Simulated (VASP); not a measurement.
# ZnS (P6_3mc) in VASP: notebook

Runs on ZnS. Level: PBE. Tasks: single point, relaxation of cell and atoms.

Program: VASP 6.6.1. These are calculated values, not measurements. Logs are shortened: lines on timing, memory, paths and dates and some standing lists are left out, and cuts for length are marked.

**What was measured.**

A printed reference work, monograph reports, for a bulk crystal of ZnS at 4 K: band gap 3.911 eV (direct).

The runs below are set against these values where they give the same quantity.

### 1 The cell of the first run

Symmetry: P6_3mc, No. 186, hexagonal system. The conventional cell has a = 3.847 Å, b = 3.847 Å, c = 12.590 Å, α = 90.00°, β = 90.00°, γ = 120.00°. Within 3.1 Å of Zn (site symmetry 3m) lie 4 S at 2.36 Å. Zn (site symmetry 3m) has 4 S at 2.36 Å within 3.1 Å. S (site symmetry 3m) has 4 Zn at 2.36 Å within 3.1 Å. S (site symmetry 3m) has 4 Zn at 2.36 Å within 3.1 Å.

### 2 Single point, PBE

The input, INCAR:

```
SYSTEM = ZnS
  ALGO = Normal
  EDIFF = 1E-7
  ENCUT = 520
  GGA = PE
  ISIF = 2
  ISMEAR = 0
  LASPH = .TRUE.
  LCHARG = .TRUE.
  LELF = .TRUE.
  LREAL = .FALSE.
  LVHAR = .TRUE.
  LWAVE = .FALSE.
  NBANDS = 46
  NELM = 80
  PREC = Accurate
  SIGMA = 0.05
```

The input, KPOINTS:

```
k-points
0
G
  8 8 2
  0 0 0
```

The input, POSCAR:

```
ZnS
1.0
   -3.8467234434      0.0000000000      0.0000000000
   -1.9233617217     -3.3313602233      0.0000000000
    0.0000000000      0.0000000000     12.5902250239
Zn S
4 4
Direct
    0.0000000000      0.0000000000      0.0000503469
    0.0000000000      0.0000000000      0.5000503469
    0.3333333333      0.3333333333      0.2500245137
    0.6666666667      0.6666666667      0.7500245137
    0.0000000000      0.0000000000      0.1872896978
    0.0000000000      1.0000000000      0.6872896978
    0.3333333333      0.3333333333      0.4376354415
    0.6666666667      0.6666666667      0.9376354415
```

Potentials or basis: VASP PAW PBE potentials, release 64 (Zn, S).

Launch:

```console
$ cat potpaw_PBE.64/Zn/POTCAR potpaw_PBE.64/S/POTCAR > POTCAR
$ mpirun -np 1 vasp_std > vasp.out
```

OUTCAR:

```text
SYSTEM = ZnS
   EDIFF = 1E-7
   ENCUT = 520
   GGA = PE
   ISIF = 2
   ISMEAR = 0
   LASPH = .TRUE.
   LREAL = .FALSE.
   NELM = 80
   PREC = Accurate

 ion  position               nearest neighbor table
   1  0.000  0.000  0.000-   8 2.36   8 2.36   8 2.36   5 2.36
   2  0.000  0.000  0.500-   7 2.36   7 2.36   7 2.36   6 2.36
   3  0.333  0.333  0.250-   5 2.36   5 2.36   5 2.36   7 2.36
   4  0.667  0.667  0.750-   6 2.36   6 2.36   6 2.36   8 2.36
   5  0.000  0.000  0.187-   3 2.36   3 2.36   3 2.36   1 2.36
   6  0.000  0.000  0.687-   4 2.36   4 2.36   4 2.36   2 2.36
   7  0.333  0.333  0.438-   2 2.36   2 2.36   2 2.36   3 2.36
   8  0.667  0.667  0.938-   1 2.36   1 2.36   1 2.36   4 2.36

  LATTYP: Found a hexagonal cell.
 ALAT       =     3.8467234434
 C/A-ratio  =     3.2729737942

  Lattice vectors:

 A1 = (   1.9233617217,   3.3313602233,   0.0000000000)
 A2 = (  -3.8467234434,   0.0000000000,   0.0000000000)
 A3 = (   0.0000000000,   0.0000000000,  12.5902250239)

Analysis of symmetry for initial positions (statically):
=====================================================================
 Subroutine PRICEL returns:
 Original cell was already a primitive cell.

 Routine SETGRP: Setting up the symmetry group for a
 hexagonal supercell.

 Subroutine GETGRP returns: Found 12 space group operations
 (whereof  6 operations were pure point group operations)
 out of a pool of 24 trial point group operations.

The static configuration has the point symmetry C_3v.
 The point group associated with its full space group is C_6v.

Analysis of symmetry for dynamics (positions and initial velocities):
=====================================================================
 Subroutine PRICEL returns:
 Original cell was already a primitive cell.

 Routine SETGRP: Setting up the symmetry group for a
 hexagonal supercell.

 Subroutine GETGRP returns: Found 12 space group operations
 (whereof  6 operations were pure point group operations)
 out of a pool of 24 trial point group operations.

The dynamic configuration has the point symmetry C_3v.
 The point group associated with its full space group is C_6v.

 Subroutine INISYM returns: Found 12 space group operations
 (whereof  6 operations are pure point group operations),
 and found     1 'primitive' translations

----------------------------------------------------------------------------------------

                                     Primitive cell

  volume of cell :     161.3415

  direct lattice vectors                    reciprocal lattice vectors
    -3.846723443  0.000000000  0.000000000    -0.259961501  0.150088843  0.000000000
    -1.923361722 -3.331360223  0.000000000     0.000000000 -0.300177685  0.000000000
     0.000000000  0.000000000 12.590225024     0.000000000  0.000000000  0.079426698

  length of vectors
     3.846723443  3.846723443 12.590225024     0.300177685  0.300177685  0.079426698

  position of ions in fractional coordinates (direct lattice)
     0.000000000  0.000000000  0.000050347
     0.000000000  0.000000000  0.500050347
     0.333333333  0.333333333  0.250024514
     0.666666667  0.666666667  0.750024514
     0.000000000  0.000000000  0.187289698
     0.000000000  0.000000000  0.687289698
     0.333333333  0.333333333  0.437635441
     0.666666667  0.666666667  0.937635441

  ion indices of the primitive-cell ions
   primitive index   ion index
                 1           1
                 2           2
                 3           3
                 4           4
                 5           5
                 6           6
                 7           7
                 8           8

----------------------------------------------------------------------------------------

 KPOINTS: k-points

Automatic generation of k-mesh.
 Grid dimensions read from file:
 generate k-points for:    8    8    2

 Generating k-lattice:

  Cartesian coordinates                     Fractional coordinates (reciprocal lattice)
    -0.032495188  0.018761105  0.000000000     0.125000000  0.000000000  0.000000000
     0.000000000 -0.037522211  0.000000000     0.000000000  0.125000000  0.000000000
     0.000000000  0.000000000  0.039713349     0.000000000  0.000000000  0.500000000

  Length of vectors
     0.037522211  0.037522211  0.039713349

  Shift w.r.t. Gamma in fractional coordinates (k-lattice)
     0.000000000  0.000000000  0.000000000

 Subroutine IBZKPT returns following result:
 ===========================================

 Found     20 irreducible k-points:

 Following reciprocal coordinates:
            Coordinates               Weight
  0.000000  0.000000  0.000000      1.000000
  0.125000  0.000000  0.000000      6.000000
  0.250000  0.000000  0.000000      6.000000
  0.375000  0.000000  0.000000      6.000000
  0.500000  0.000000  0.000000      3.000000
  0.250000  0.125000  0.000000      6.000000
[... 12 lines left out ...]
  0.500000  0.250000  0.500000      6.000000
 -0.375000  0.250000  0.500000      6.000000
   k-points           NKPTS =     20   k-points in BZ     NKDIM =     20   number of bands    NBANDS=     46
   number of dos      NEDOS =    301   number of ions     NIONS =      8
   total plane-waves  NPLWV =  86400
   dimension x,y,z NGX =    30 NGY =   30 NGZ =   96
   dimension x,y,z NGXF=    60 NGYF=   60 NGZF=  192
   ions per type =               4   4
   NGX,Y,Z   is equivalent  to a cutoff of  12.97, 12.97, 12.68 a.u.
   NGXF,Y,Z  is equivalent  to a cutoff of  25.93, 25.93, 25.35 a.u.
 SYSTEM =  ZnS
   PREC   = accura    normal or accurate (medium, high low for compatibility)
   ISTART =      0    job   : 0-new  1-cont  2-samecut
   ICHARG =      2    charge: 1-file 2-atom 10-const
   ISPIN  =      1    spin polarized calculation?
   LNONCOLLINEAR =      F non collinear calculations
   LSORBIT =      F    spin-orbit coupling
   LASPH  =      T    aspherical Exc in radial PAW
   ENCUT  =  520.0 eV  38.22 Ry    6.18 a.u.   7.15  7.15 23.41*2*pi/ulx,y,z
   NELM   =     80;   NELMIN=  2; NELMDL= -5     # of ELM steps
   EDIFF  = 0.1E-06   stopping-criterion for ELM
   LREAL  =      F    real-space projection
   EDIFFG = 0.1E-05   stopping-criterion for IOM
   NSW    =      0    number of steps for IOM
   IBRION =     -1    ionic relax: 0-MD 1-quasi-New 2-CG
   NFREE  =      0    steps in history (QN), initial steepest desc. (CG)
   ISIF   =      2    stress and relaxation
   ISYM   =      2    0-nonsym 1-usesym 2-fastsym
   POTIM  = 0.5000    time-step for ionic-motion
   TEBEG  =    0.0;   TEEND  =   0.0 temperature during run
   PSTRESS=    0.0 pullay stress
   NELECT =      72.0000    total number of electrons
   NUPDOWN=      -1.0000    fix difference up-down
   EMIN   =  10.00;   EMAX   =-10.00  energy-range for DOS
   EFERMI =   0.00;   METHOD = LEGACY
   ISMEAR =     0;   SIGMA  =   0.05  broadening in eV -4-tet -1-fermi 0-gaus
   EFERMI_NEDOS =   21; number of points for ismear=-14 and -15
   IALGO  =     38    algorithm
   IMIX   =      4    mixing-type and parameters
     AMIX     =   0.40;   BMIX     =  1.00
     AMIX_MAG =   1.60;   BMIX_MAG =  1.00
  volume/ion in A,a.u.               =      20.17       136.10
  Fermi-wavevector in a.u.,A,eV,Ry     =   1.251037  2.364118 21.294406  1.565095
  Thomas-Fermi vector in A             =   2.385004
   LORBIT       =      0    0 simple, 1 ext, 2 COOP (PROOUT), +10 PAW based schemes
   GGA     = PE    functional components
   LHFCALC =     F    Hartree Fock is set to
   AEXX    =    0.0000 exact exchange contribution
   IVDW    =     0    specifies the selected vdW correction
   LEPSILON=     F    determine dielectric tensor
   LRPA    =     F    only Hartree local field effects (RPA)
 non-spin polarized calculation
 Gauss-broadening in eV      SIGMA  =   0.05
  energy-cutoff  :      520.00
  volume of cell :      161.34
 maximum number of plane-waves:      4369
 NGX is ok and might be reduce to    30
   NGX = 15   NGY = 15   NGZ = 47

 number of electron      72.0000044 magnetization

 Free energy of the ion-electron system (eV)
  ---------------------------------------------------
  ext. energy  EPLUGINS =         0.00000000
  ---------------------------------------------------
  free energy    TOTEN  =       -27.39890976 eV

  energy without entropy =      -27.39890976  energy(sigma->0) =      -27.39890976

 E-fermi :   2.1583     XC(G=0):  -9.5233

 val. band max:        1.9121055312   @ k =   0.0000   0.0000   0.0000
 cond. band min:       3.9644156567   @ k =   0.0000   0.0000   0.0000
 fundamental gap:      2.0523101255
 Fermi energy:         2.1583025208

 k-point     1 :       0.0000    0.0000    0.0000
  band No.  band energies     occupation
      1     -11.0889      2.00000
      2     -10.6871      2.00000
      3     -10.6780      2.00000
      4     -10.2004      2.00000
      5      -4.3433      2.00000
      6      -4.3384      2.00000
[... 38 lines left out ...]
     45       8.5822      0.00000
     46       8.6907      0.00000

 k-point     2 :       0.1250    0.0000    0.0000
  band No.  band energies     occupation
      1     -10.9886      2.00000
      2     -10.6046      2.00000
      3     -10.5954      2.00000
      4     -10.1453      2.00000
      5      -4.3458      2.00000
      6      -4.3290      2.00000
[... 38 lines left out ...]
     45       8.5902      0.00000
     46       8.8572      0.00000

 k-point     3 :       0.2500    0.0000    0.0000
  band No.  band energies     occupation
      1     -10.7200      2.00000
      2     -10.3931      2.00000
      3     -10.3837      2.00000
      4     -10.0173      2.00000
      5      -4.3579      2.00000
      6      -4.3294      2.00000
[... 822 lines left out ...]
     45       9.3600      0.00000
     46       9.3600      0.00000

 k-point    20 :      -0.3750    0.2500    0.5000
  band No.  band energies     occupation
      1     -10.0361      2.00000
      2     -10.0361      2.00000
      3      -9.9422      2.00000
      4      -9.9422      2.00000
      5      -4.2694      2.00000
      6      -4.2694      2.00000
[... 38 lines left out ...]
     45       9.3697      0.00000
     46       9.3697      0.00000

------------------------ aborting loop because EDIFF is reached ----------------------------------------

  FORCE on cell =-STRESS in cart. coord.  units (eV):
  Direction    XX          YY          ZZ          XY          YZ          ZX
  --------------------------------------------------------------------------------------
  -------------------------------------------------------------------------------------
  Total        0.1685928      0.1685928      0.1520574      0.0000000     -0.0000000      0.0000000
  in kB        1.6741855      1.6741855      1.5099835      0.0000000     -0.0000000      0.0000000
  external PRESSURE =       1.6194515 kB  Pullay stress =       0.0000000 kB

 VOLUME and BASIS-vectors are now :
 -----------------------------------------------------------------------------
  energy-cutoff  :      520.00
  volume of cell :      161.34
      direct lattice vectors                 reciprocal lattice vectors
    -3.846723443  0.000000000  0.000000000    -0.259961501  0.150088843  0.000000000
    -1.923361722 -3.331360223  0.000000000     0.000000000 -0.300177685  0.000000000
     0.000000000  0.000000000 12.590225024     0.000000000  0.000000000  0.079426698

 POSITION                                       TOTAL-FORCE (eV/Angst)
 -----------------------------------------------------------------------------------
      0.00000      0.00000      0.00063         0.000000      0.000000      0.004293
      0.00000      0.00000      6.29575        -0.000000     -0.000000      0.004293
     -1.92336     -1.11045      3.14786        -0.000000     -0.000000      0.002962
     -3.84672     -2.22091      9.44298         0.000000      0.000000      0.002962
      0.00000      0.00000      2.35802        -0.000000      0.000000     -0.004171
      0.00000      0.00000      8.65313        -0.000000     -0.000000     -0.004171
     -1.92336     -1.11045      5.50993         0.000000     -0.000000     -0.003084
     -3.84672     -2.22091     11.80504        -0.000000      0.000000     -0.003084
 -----------------------------------------------------------------------------------
    total drift:                               -0.000000     -0.000000      0.000274

  FREE ENERGIE OF THE ION-ELECTRON SYSTEM (eV)
  ---------------------------------------------------
  free  energy   TOTEN  =       -27.3989097620 eV

  energy  without entropy=      -27.3989097620  energy(sigma->0) =      -27.39890976
```

Wall time 3 min (1 thread of Intel Xeon Platinum 8259CL at 2.50GHz (Skylake/Cascade Lake), shared host); peak memory 0.33 GiB.

What came out:

| Item | Value |
| --- | --- |
| Free energy | -27.3989 eV |
| Pressure | 0.2 GPa |
| Largest force | 0.004 eV/Å |
| Band gap on the k mesh | 2.05 eV |

Forces on the atoms (eV/Å):
```
Zn   0.000  0.000  0.004
Zn   0.000  0.000  0.004
Zn   0.000  0.000  0.003
Zn   0.000  0.000  0.003
S    0.000  0.000 -0.004
S    0.000  0.000 -0.004
S    0.000  0.000 -0.003
S    0.000  0.000 -0.003
```

### 3 Relaxation of cell and atoms, PBE

This run uses another cell than the first one, of 19.81 Å³/atom.

The input, INCAR:

```
ALGO     = Normal         # electronic algorithm
EDIFF    = 1E-6           # SCF threshold, eV
EDIFFG   = -0.005         # ionic threshold
ENCUT    = 600            # plane-wave cutoff, eV
GGA      = PE             # functional
IBRION   = 2              # ionic algorithm
ISIF     = 3              # what is computed and relaxed
ISMEAR   = 0              # smearing method
LASPH    = T              # aspherical terms in the spheres
LCHARG   = F              # write CHGCAR
LREAL    = F              # projectors in reciprocal space
LWAVE    = F              # write WAVECAR
NELM     = 100            # most SCF steps
NSW      = 100            # ionic steps
PREC     = Accurate       # precision mode
SIGMA    = 0.02           # smearing width, eV
```

The input, KPOINTS:

```
k-points
0
Gamma
  12 12 4
```

The input, POSCAR:

```
ZnS
1.0
    3.8227020304      0.0000000000      0.0000000000
   -1.9113510152      3.3105570694      0.0000000000
    0.0000000000      0.0000000000     12.5200000000
Zn S
4 4
Direct
    0.0000000000      0.0000000000      0.0000000000
    0.0000000000      0.0000000000      0.5000000000
    0.3333333333      0.6666666667      0.2500000000
    0.6666666667      0.3333333333      0.7500000000
    0.0000000000      0.0000000000      0.1875000000
    0.0000000000      0.0000000000      0.6875000000
    0.3333333333      0.6666666667      0.4375000000
    0.6666666667      0.3333333333      0.9375000000
```

Potentials or basis: VASP PAW PBE potentials, release 64 (Zn, S).

Launch:

```console
$ cat potpaw_PBE.64/Zn/POTCAR potpaw_PBE.64/S/POTCAR > POTCAR
$ mpirun -np 1 vasp_std > vasp.out
```

Run time: 51 min. Hardware: 1 thread of Oxide Virtual Turin-like, shared host; peak memory 0.51 GiB.

The run converged. Its results:

```yaml
Free_energy: -27.3993 eV
Relaxed_volume: 20.20 Å³/atom
Relaxed_cell: a = 3.849 Å, b = 3.849 Å, c = 12.596 Å, α = 90.00°, β = 90.00°, γ = 120.00°
Space_group_after_relaxing_to_0.1_Å: P6_3mc (No. 186)
Energy_gained_by_relaxing: 1.9 meV/atom
Ionic_steps: 6
Pressure_after_relaxing: 0.0 GPa
Band_gap_on_the_k_mesh: 2.04 eV
```

Forces in eV/Å, atoms in the order of the input:
```
Zn   0.000  0.000 -0.002
Zn   0.000  0.000 -0.002
Zn   0.000  0.000  0.001
Zn   0.000  0.000  0.001
S    0.000  0.000  0.001
S    0.000  0.000  0.001
S    0.000  0.000  0.000
S    0.000  0.000  0.000
```

Step by step:
| step | energy change (eV) | largest force (eV/Å) | pressure (GPa) | volume (Å³) |
| --- | --- | --- | --- | --- |
| 1 | 0.0000 | 0.0433 | 1.48 | 158.44 |
| 2 | -0.0136 | 0.0109 | -0.38 | 162.69 |
| 3 | -0.0149 | 0.0161 | -0.04 | 161.72 |
| 4 | -0.0149 | 0.0165 | 0.05 | 161.63 |
| 5 | -0.0149 | 0.0084 | 0.03 | 161.63 |
| 6 | -0.0149 | 0.0022 | 0.03 | 161.63 |

Final structure:
```cif
data_structure
_symmetry_space_group_name_H-M 'P 1'
_symmetry_Int_Tables_number 1
_cell_length_a 3.8492
_cell_length_b 3.8492
_cell_length_c 12.5963
_cell_angle_alpha 90.000
_cell_angle_beta 90.000
_cell_angle_gamma 120.000
_cell_volume 161.63
loop_
_atom_site_label
_atom_site_type_symbol
_atom_site_fract_x
_atom_site_fract_y
_atom_site_fract_z
_atom_site_occupancy
Zn1 Zn 0.00000 0.00000 0.00009 1
Zn2 Zn 0.00000 0.00000 0.50009 1
Zn3 Zn 0.33333 0.66667 0.25003 1
Zn4 Zn 0.66667 0.33333 0.75003 1
S1 S 0.00000 0.00000 0.18726 1
S2 S 0.00000 0.00000 0.68726 1
S3 S 0.33333 0.66667 0.43762 1
S4 S 0.66667 0.33333 0.93762 1
```

Levels at points of the mesh, in eV from the valence-band top:
```
           k point  band 32  band 33  band 34  band 35  band 36  band 37  band 38  band 39  band 40  band 41
(0.00, 0.00, 0.00)    -0.44    -0.44    -0.04     0.00     0.00     2.04     3.15     3.33     3.56     6.36
(0.50, 0.00, 0.00)    -1.54    -1.53    -1.52    -1.06    -0.84     3.29     3.38     3.77     4.35     4.87
(0.00, 0.00, 0.50)    -0.73    -0.14    -0.14    -0.14    -0.14     2.90     2.90     3.27     3.27     6.29
(0.50, 0.00, 0.50)    -1.97    -1.45    -1.45    -1.06    -1.06     3.70     3.70     4.01     4.01     4.69
```

(Continued in part 2 of 2.)
